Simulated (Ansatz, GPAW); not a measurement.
## HfC: 3 runs at one level of theory

```xyz
2
Lattice="0.0000 2.3250 2.3250 2.3250 0.0000 2.3250 2.3250 2.3250 0.0000" Properties=species:S:1:pos:R:3 pbc="T T T"
Hf    2.3250    2.3250    2.3250
C     0.0000    0.0000    0.0000
```

Alike in all runs: task single point; functional PBE; k mesh 10 × 10 × 10; occupations gaussian, width 0.011 eV; no spin polarisation; no spin-orbit coupling. Pressure is positive in compression and, in plane waves, holds the error of the finite cutoff, which Ansatz's Pulay term estimates and takes out.

| program and potentials | plane-wave cutoff (eV) | notes | band gap (eV) | pressure (GPa) |
| --- | --- | --- | --- | --- |
| Ansatz, Ansatz PAW | 420 | 15 valence electrons an atom on average; Pulay term of +0.24 GPa included | no gap | 0.21 |
| GPAW, GPAW PAW data sets (gpaw-data 1.2.1) | 800 | 8 valence electrons an atom on average | no gap | 1.27 |
| Ansatz, all-electron LAPW, scalar-relativistic | - | - | no gap | 0.26 |

None finds a gap. The pressure spans 0.21 (Ansatz, Ansatz PAW) to 1.27 GPa (GPAW, GPAW PAW data sets (gpaw-data 1.2.1)), with all-electron results at 0.26.

Differences between rows come from potentials, basis sets and numerical settings, since the functional is the same but for its coding. Runs on potential files found faulty are left out.

All three runs make HfC metallic and put the chosen cell slightly inside its PBE equilibrium volume, since every pressure is positive. The residual compression is small for so stiff a carbide, so even the largest value, 1.27 GPa, corresponds to only a slight lattice expansion on relaxation. The stiffness comes from strong covalent mixing of C 2p with Hf 5d states, reinforced by charge transfer towards carbon. In the group 4 carbides the electron count just fills the bonding bands, leaving the Fermi level in a deep pseudogap where these bands still overlap slightly with the metal d bands, which explains the missing gap.

The Ansatz PAW pressure lies close to the all-electron one, whereas GPAW stands apart, possibly because its smaller valence space leaves the filled Hf 4f shell in the frozen core. That offset matters little for the equilibrium volume and does not touch the metallic character. The absence of a gap alone does not show how low the density of states at the Fermi level is.
